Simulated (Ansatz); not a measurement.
The system is ZrO2.

```xyz
6
Lattice="3.5961 0.0000 0.0000 0.0000 3.5961 0.0000 0.0000 0.0000 5.1770" Properties=species:S:1:pos:R:3 pbc="T T T"
Zr    1.7980    1.7980    2.5885
Zr    0.0000    0.0000    0.0000
O     1.7980    0.0000    4.1261
O     1.7980    0.0000    1.5376
O     0.0000    1.7980    3.6394
O     0.0000    1.7980    1.0509
```

```yaml
Program: Ansatz 0.2.0
Task: single point
Functional: PBE
Potentials_or_basis: Ansatz PAW
Cutoff: "420 eV (not typed: the program's choice for these potentials)"
k_mesh: 7 × 7 × 5
Occupations: fermi-dirac, width 0.05 eV
Spin: no spin polarisation
```

On this cell: pressure 5.3 GPa; largest force 0.041 eV/Å; band gap on the k mesh 4.02 eV, indirect (least direct gap 4.13 eV).

The same run follows on a disturbed copy (atoms moved at random, drawn with an rms of 0.05 Å):

```
Zr O
1.0
     3.59610    0.00000    0.00000
     0.00000    3.59610    0.00000
     0.00000    0.00000    5.17700
Zr O
2 4
Direct
  0.50020 0.50230 0.49149
  0.99803 0.99036 0.99643
  0.49520 0.00148 0.78597
  0.49345 0.00460 0.29768
  0.99265 0.49712 0.69829
  0.98605 0.50142 0.21275
```

Problem. What does the disturbed cell give?

Solution. The energy moves by +14.9 meV/atom; pressure 4.9 GPa; largest force 1.096 eV/Å; band gap on the k mesh 3.93 eV, indirect (least direct gap 4.02 eV).

Forces on the atoms (eV/Å):
```
Zr  -0.195  0.044  0.729
Zr  -0.108  0.286 -0.282
O   -0.012 -0.138  0.856
O   -0.154 -0.227 -0.852
O    0.247  0.168  0.614
O    0.222 -0.133 -1.065
```

Stress tensor (GPa, compression positive):
```
 4.19  0.02  0.02
 0.02  5.63 -0.75
 0.02 -0.75  4.89
```

Caveats: odd divisions of the mesh miss points on the zone boundary, where band edges often lie, so the gap on the mesh can be too wide.

A k mesh can miss the band edges.
